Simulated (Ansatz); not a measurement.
## GaAs (F-43m): volume and gaps against pressure

```xyz
2
Lattice="2.8291 2.8291 0.0000 -2.8291 2.8291 0.0000 0.0000 2.8291 2.8291" Properties=species:S:1:pos:R:3 pbc="T T T"
Ga    0.0000    0.0000    0.0000
As    1.4146    4.2437    1.4146
```

This is the zero-pressure cell under PBEsol. Cell and atoms are relaxed by PAW (default files of Ansatz 0.2.0, cutoff 420 eV, stress met within about 0.05 GPa) at each pressure, in this structure whether or not another phase would take over; P is the pressure reached, less that of this cell. Levels come from PBEsol, all-electron LAPW in Ansatz 0.2.0, with spin-orbit coupling; k mesh 8×8×8, Fermi-Dirac smearing of 0.010 eV, basis error target 0.5 meV/atom. Conduction levels are in eV over the valence top (at Γ), at fixed fractional wave vectors. Zone-centre phonons come from finite displacements by PAW, without the LO-TO term.

```tsv
P (GPa)	V/V₀	Γ	L	X	T2 TO (cm⁻¹)
-2.01	1.0311	0.096	0.732	1.307	253.2
0.00	1.0000	0.320	0.814	1.250	262.8
1.97	0.9733	0.521	0.888	1.197	271.6
3.99	?	?	?	?	?
6.95	0.9205	0.947	1.047	1.079	290.3
9.96	0.8948	1.169	1.130	1.015	300.2
14.95	0.8590	1.494	1.252	0.917	315.1
```

**Question.** Fit the third-order Birch-Murnaghan equation to the rows shown.

**Answer.** With f = [(V₀/V)^(2/3) − 1]/2, the normalised pressure F = P/[3f(1 + 2f)^(5/2)] is 69.8 GPa at f = -0.0101, 69.2 GPa at f = 0.0091, 71.1 GPa at f = 0.0284, 71.7 GPa at f = 0.0385, 72.5 GPa at f = 0.0533. The line F = B₀[1 + (3/2)(B′ − 4)f] gives B₀ = 69.7 GPa and B′ = 4.5.

**Question.** What are the volume deformation potentials and pressure coefficients of these levels at zero pressure?

**Answer.** 

```
level  dE/dlnV (eV)  dE/dP = −(dE/dlnV)/B₀ (meV/GPa)  mean slope up to 2.0 GPa (meV/GPa)
    Γ         -7.37                            105.8                               101.9
    L         -2.71                             38.9                                37.6
    X          1.92                            -27.6                               -26.9
```

dE/dlnV is the slope of a cubic fit in ln V at V₀. The last column is read from two rows and shows how the slope bends with pressure.

**Question.** What mode Grüneisen parameters follow?

**Answer.** γ = −d ln ω/d ln V at V₀ from a quadratic fit in ln V: T2 1.22.

**Question.** Fill the row at 3.99 GPa.

**Answer.** The fits give V/V₀ = 0.9502 and Γ = 0.703 eV. Computed: V/V₀ = 0.9500, Γ = 0.704, L = 0.956, X = 1.147, T2 TO (cm⁻¹) = 279.6.

**Question.** Where does the lowest conduction level change its place?

**Answer.** From Γ to X near 8.3 GPa, by linear interpolation between the computed rows. Errors in the spacing of the valleys shift these pressures.

Keep in mind: no other phase was computed; many crystals of this kind change structure within this range, and rows or crossings beyond such a change describe a metastable lattice; coarse k mesh; the frozen-core PAW files of the relaxations were fitted under PBE, their cores solved anew for this functional; semilocal gaps are low, and the spacing of valleys can be off by tenths of an eV; levels are read at fixed fractional k, so an edge that moves off these points is missed.
